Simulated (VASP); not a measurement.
## VASP 6.6.1 run: AgBr

INCAR

```
LCHARG = .FALSE.
LDAUTYPE = 2
LDAUL = 2 -1
LASPH = .TRUE.
LDAUU = 8.0 0
LMAXMIX = 4
NBANDS = 16
GGA = PE
PREC = Accurate
NELM = 120
IBRION = -1
NSW = 0
ENCUT = 250
EDIFF = 1E-7
LDAUJ = 0 0
ISMEAR = -1
LREAL = .FALSE.
ISIF = 2
LWAVE = .FALSE.
SIGMA = 0.02
LDAU = .TRUE.
```

KPOINTS

```
KPOINTS created by Atomic Simulation Environment
0
Gamma
8 8 8
0 0 0
```

POSCAR

```
Ag Br
 1.0000000000000000
     0.0000000000000000    2.8638060222999999    2.9231489486000002
     2.8638060222999999    0.0000000000000000    2.9231489486000002
     2.8638060222999999    2.8638060222999999    0.0000000000000000
 Ag  Br
   1   1
Cartesian
  0.0000000000000000  0.0000000000000000  0.0000000000000000
  2.8638060222999999  2.8638060222999999  2.9231489486000002
```

The recommended PBE PAW datasets give the neutral cell 18 valence electrons.

Command

```
mpirun -np 1 vasp_std
```

OSZICAR

```
N       E                     dE             d eps       ncg     rms          rms(c)
DAV:   1     0.545262838691E+02    0.54526E+02   -0.58534E+03  2216   0.531E+02
DAV:   2    -0.198465224938E+01   -0.56511E+02   -0.54755E+02  2456   0.152E+02
DAV:   3    -0.315894137411E+01   -0.11743E+01   -0.11732E+01  2280   0.224E+01
DAV:   4    -0.316330936645E+01   -0.43680E-02   -0.43679E-02  2496   0.147E+00
DAV:   5    -0.316334447593E+01   -0.35109E-04   -0.35109E-04  2320   0.125E-01    0.568E+00
DAV:   6    -0.315889511041E+01    0.44494E-02   -0.49871E-02  2224   0.216E+00    0.358E+00
DAV:   7    -0.317937669346E+01   -0.20482E-01   -0.52973E-02  2000   0.196E+00    0.638E-01
DAV:   8    -0.318059928868E+01   -0.12226E-02   -0.32862E-03  2328   0.410E-01    0.136E-01
DAV:   9    -0.318080568462E+01   -0.20640E-03   -0.25095E-04  2296   0.101E-01    0.407E-02
DAV:  10    -0.318085972961E+01   -0.54045E-04   -0.35173E-05  2264   0.469E-02    0.222E-02
DAV:  11    -0.318087098922E+01   -0.11260E-04   -0.12940E-05  2240   0.261E-02    0.266E-03
DAV:  12    -0.318087119434E+01   -0.20512E-06   -0.25903E-07  2456   0.333E-03    0.147E-03
DAV:  13    -0.318087122834E+01   -0.33999E-07   -0.13181E-07  2144   0.255E-03
   1 F= -.31808712E+01 E0= -.31808712E+01  d E =-.229082E-11
```

From OUTCAR

```
k-points           NKPTS =     59   k-points in BZ     NKDIM =     59   number of bands    NBANDS=     16

   NELECT =      18.0000    total number of electrons

   dimension x,y,z NGX =    24 NGY =   24 NGZ =   24
   dimension x,y,z NGXF=    48 NGYF=   48 NGZF=   48

  energy-cutoff  :      250.00
  volume of cell :       47.95
      direct lattice vectors                 reciprocal lattice vectors
     0.000000000  2.863806022  2.923148949    -0.174592831  0.174592831  0.171048417
     2.863806022  0.000000000  2.923148949     0.174592831 -0.174592831  0.171048417
     2.863806022  2.863806022  0.000000000     0.174592831  0.174592831 -0.171048417

 k-points in reciprocal lattice and weights: KPOINTS created by Atomic Simulation Env
   0.00000000  0.00000000  0.00000000       0.002
   0.12500000  0.00000000  0.00000000       0.016
   0.25000000  0.00000000  0.00000000       0.016
   0.37500000  0.00000000  0.00000000       0.016
   0.50000000  0.00000000  0.00000000       0.008
   0.12500000  0.12500000  0.00000000       0.004
   0.25000000  0.12500000  0.00000000       0.016
   0.37500000  0.12500000  0.00000000       0.016
   ...

 E-fermi :   2.9267

 k-point     1 :       0.0000    0.0000    0.0000
  band No.  band energies     occupation
      1     -11.5994      2.00000
      2      -2.2919      2.00000
      3      -2.2706      2.00000
      4      -2.1679      2.00000
      5      -2.1358      2.00000
      6      -2.1358      2.00000
      7       1.4921      2.00000
      8       1.4921      2.00000
      9       1.5511      2.00000
     10       4.2842      0.00000
     11      12.8400      0.00000
     12      12.9329      0.00000
     13      12.9329      0.00000
     14      14.6591      0.00000
     15      15.1009      0.00000
     16      15.5058      0.00000

 k-point     2 :       0.1250    0.0000    0.0000
  band No.  band energies     occupation
      1     -11.5422      2.00000
      2      -2.3852      2.00000
      3      -2.3544      2.00000
      4      -2.1835      2.00000
      5      -2.1298      2.00000
      6      -2.1142      2.00000
      7       0.8852      2.00000
      8       1.6449      2.00000
      9       1.6635      2.00000
     10       5.0847      0.00000
     11      11.8043      0.00000
     12      12.6496      0.00000
     13      12.8005      0.00000
     14      14.0134      0.00000
     15      14.1963      0.00000
     16      14.8800      0.00000

 k-point     3 :       0.2500    0.0000    0.0000
  band No.  band energies     occupation
      1     -11.3983      2.00000
      2      -2.5983      2.00000
      3      -2.5529      2.00000
      4      -2.3146      2.00000
      5      -2.0593      2.00000
      6      -2.0489      2.00000
      7       0.0130      2.00000
      8       1.9638      2.00000
      9       1.9980      2.00000
     10       6.3994      0.00000
     11      10.5766      0.00000
     12      11.5585      0.00000
     13      11.7803      0.00000
     14      14.3939      0.00000
     15      14.4651      0.00000
     16      14.5690      0.00000

 ...

  Total        0.3806618      0.3806618      0.1778818      0.0000000     -0.0000000      0.0000000
  in kB       12.7198438     12.7198438      5.9439340      0.0000000     -0.0000000      0.0000000
  external PRESSURE =      10.4612072 kB  Pullay stress =       0.0000000 kB

 POSITION                                       TOTAL-FORCE (eV/Angst)
 -----------------------------------------------------------------------------------
      0.00000      0.00000      0.00000         0.000000      0.000000     -0.000000
      2.86381      2.86381      2.92315         0.000000     -0.000000      0.000000
 -----------------------------------------------------------------------------------
    total drift:                                0.000000     -0.000000     -0.000000

  FREE ENERGIE OF THE ION-ELECTRON SYSTEM (eV)
  ---------------------------------------------------
  free  energy   TOTEN  =        -3.1808712283 eV

  energy  without entropy=       -3.1808712283  energy(sigma->0) =       -3.18087123
```

It converged. Results: gap between bands v and c on the k mesh 1.80 eV; least direct gap on the k mesh 2.73 eV; pressure 1.0 GPa. Band v is the last that the valence electrons fill when counted band by band, and c is the next.

For comparison, a separate PBE run of the intended cell, on usual settings and not on those above, gives a gap of 0.61 eV on its mesh and a pressure of 1.6 GPa.

The run above took about 6.7 s on one core of a shared host (Intel Xeon 6975P-C) and held 0.14 GiB at most.
